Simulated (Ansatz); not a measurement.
Clean, relaxed (110) surface of InAs, space group F-43m (No. 216) (top face towards +c; atoms held fixed, by place in the list: 1, 2, 3, 4):

```yaml
crystal:
  lattice:
    - [4.30449, 0.00000, 0.00000]
    - [0.00000, 6.08747, 0.00000]
    - [0.00000, 0.00000, 23.45673]
  atoms:
    - { symbol: In, position: [0.50000, 0.50000, 0.36237] }
    - { symbol: As, position: [0.00000, 0.25000, 0.36237] }
    - { symbol: In, position: [0.00000, 0.00000, 0.45412] }
    - { symbol: As, position: [0.50000, 0.75000, 0.45412] }
    - { symbol: In, position: [0.50000, 0.50694, 0.55096] }
    - { symbol: As, position: [0.00000, 0.25896, 0.54561] }
    - { symbol: In, position: [0.00000, 0.93854, 0.61842] }
    - { symbol: As, position: [0.50000, 0.72539, 0.64829] }
```

Computed with DFT PBEsol, scalar-relativistic, plane waves, PAW (Ansatz 0.2.0). Plane waves to 420 eV, a k mesh through Γ of 7×5×1 on the computed 8-atom cell and Gaussian smearing (0.10 eV); no spin polarisation. A dipole correction removes the field between periodic images along c.

H (atom) is adsorbed on the top face, one adsorbate per 26.2 Å², and relaxed from 2 starting sites (fractions of a and b). The adsorption energy is E(slab + adsorbate) − E(slab) − E(free adsorbate, spin-polarised where open-shell). Heights count from the highest slab atom after relaxation. Δp counts per cell along +c. Bonded neighbours lie within 1.25 times the sum of covalent radii (1.35 for H) and, on that scale, within 12 % of the closest. With the adsorbate the cell is lengthened along c to keep the vacuum.

```csv
start,ends at,E_ads (eV),height (Å),shortest contact,Δp (e·Å)
"top (As) at (0.50, 0.73)","(0.50, 0.61), 1 bonded neighbour (As), largest slab move 0.8 Å",-1.82,0.86,H–As 1.53 Å,+0.068
"hollow (As-As-In) at (0.00, 0.46), 1.0 Å under the top layer","(0.00, 0.29), 1 bonded neighbour (As)",-1.18,-0.81,H–As 1.56 Å,+0.027
```

Among the sites tried, the lowest end comes from the top (As) at (0.50, 0.73) start; other sites may lie lower.

Each end is the local minimum or symmetric point that its start leads to. The slab is only 6.5 Å thick, so the energies aren't converged with thickness.

The adsorbed runs have no spin polarisation, so weakly bound open-shell ends lie too high.